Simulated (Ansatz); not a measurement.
Input for Ansatz (plane-wave DFT, PAW):

```yaml
crystal:
  lattice:
    - [3.1300310896, 0.0, 0.0]
    - [0.0, 3.1300310896, 0.0]
    - [0.0, 0.0, 3.1300310896]
  atoms:
    - { symbol: Bi, position: [0.5, 0.5, 0.5] }
basis:
  ecutwfc: 420
kpoints:
  mp_grid: { grid: [14, 14, 14] }
hamiltonian:
  xc: pbesol
scf:
  occupations: { method: gaussian, width: 0.1 }
output:
  forces: true
  stress: true
  eigenvalues: true
```

Command:
```bash
ansatz run input.yaml --threads 1 --pin off --max-ram 1331MiB --backend cpu --events-out ev --progress --plain --runs-dir out
```

Level of theory: DFT PBEsol, scalar-relativistic, plane waves, PAW (Ansatz 0.2.0).

Part of what the program printed, abridged (iterations and final results):

```
SCF iter   1: F=—  HF=-12241.936428 eV  |F-HF|=—  |Δ(HF+E_count)|=         —  Δρ=1.68e-3  dr2=7.47e-4  ethr=1.77e-3  ⟨swp⟩=5.2  Hψ=8255  notcnv=0
SCF iter   2: F=—  HF=-12241.935473 eV  |F-HF|=—  |Δ(HF+E_count)|=   9.55e-4  Δρ=1.09e-3  dr2=3.32e-4  ethr=4.98e-6  ⟨swp⟩=2.6  Hψ=3376  notcnv=0
SCF iter   3: F=—  HF=-12241.935393 eV  |F-HF|=—  |Δ(HF+E_count)|=   7.97e-5  Δρ=5.42e-4  dr2=5.67e-5  ethr=2.21e-6  ⟨swp⟩=2.0  Hψ=2281  notcnv=0
SCF iter   4: F=—  HF=-12241.935379 eV  |F-HF|=—  |Δ(HF+E_count)|=   1.40e-5  Δρ=3.30e-4  dr2=2.03e-5  ethr=3.78e-7  ⟨swp⟩=2.0  Hψ=2281  notcnv=0
SCF iter   5: F=—  HF=-12241.935372 eV  |F-HF|=—  |Δ(HF+E_count)|=   6.87e-6  Δρ=2.01e-4  dr2=7.68e-6  ethr=1.35e-7  ⟨swp⟩=1.3  Hψ=1582  notcnv=0
SCF iter   6: F=—  HF=-12241.935368 eV  |F-HF|=—  |Δ(HF+E_count)|=   3.90e-6  Δρ=6.20e-5  dr2=7.34e-7  ethr=5.12e-8  ⟨swp⟩=2.3  Hψ=2183  notcnv=0
SCF iter   7: F=-12241.935368 eV  HF=-12241.935368 eV  |F-HF|=1.08e-8  |Δ(HF+E_count)|=   4.07e-7  Δρ=7.52e-6  dr2=1.03e-8  ethr=6.67e-10  ⟨swp⟩=5.8  Hψ=6750  notcnv=0
SCF 1 converged in 7 iterations: F = -12241.935368 eV  dr2 = 1.03e-8
SCF converged after 7 iterations
Free energy (F): -12241.935368 eV
Harris-Foulkes:  -12241.935368 eV  (|F-HF|=1.08e-8)
Internal energy: -12241.932559 eV  (E = F + TS)
E sigma→0 (E₀):  -12241.933964 eV
Entropy (-TS):   -0.002808 eV (-2.808 meV/atom)
Fermi energy:    11.641994 eV
--- Per-component energies (eV) ---
  E_band       = -81.570566
  E_kinetic    = 304.340619
  E_local      = -1442.729450  (includes V_loc(G=0)·N_el)
  E_nonlocal   = 561.625943
  E_hartree    = 463.743606
  E_xc         = -150.985741
  E_vxc        = -145.124965  (∫ρ·V_xc dr)
  E_paw        = -10509.562158  (= ΣΔE_a)
  E_vpaw       = -287.172915  (= ΣTr[D̂ρ^β])
  E_aug_tail   = -0.000467  (compensation charges beyond the density's cutoff)
  E_ewald      = -1468.454665
  E_core_change = 0.089752  (= ΣΔE_core)
  E_smearing   = -0.002808  (= −TS)
--- Forces (eV/Å), atoms counted from 1 ---
  atom   1  Bi     0.00000000     0.00000000     0.00000000
--- Stress (GPa, compression-positive) ---
        5.626365       0.000000       0.000000
        0.000000       5.626365       0.000000
        0.000000       0.000000       5.626365
  P = ⅓ Tr σ = 5.6264 GPa (56.264 kbar)
--- Band table (eV; the first three rows and the last of 120) ---
  k-point 0: bands = ["-11.4002", "-11.4002", "-10.9294", "-10.9294", "-10.9294", "-2.2217", "15.1286", "15.1286", "15.1286", "18.5850", "19.8797", "19.8797"]
  k-point 1: bands = ["-11.3991", "-11.3815", "-10.9356", "-10.9356", "-10.9289", "-2.1484", "14.1372", "15.2125", "15.2125", "18.9278", "19.9274", "20.6998"]
  k-point 2: bands = ["-11.3961", "-11.3292", "-10.9527", "-10.9527", "-10.9276", "-1.9302", "12.3477", "15.4572", "15.4572", "19.2258", "20.0712", "22.7071"]
  k-point 119: bands = ["-11.1924", "-11.1924", "-11.1924", "-10.7605", "-10.7605", "4.7850", "10.1549", "10.1549", "10.1549", "17.0619", "17.0619", "17.0619"]
```

The calculation finished and met its thresholds.

Spin–orbit coupling is left out, which can shift energies with elements as heavy as these.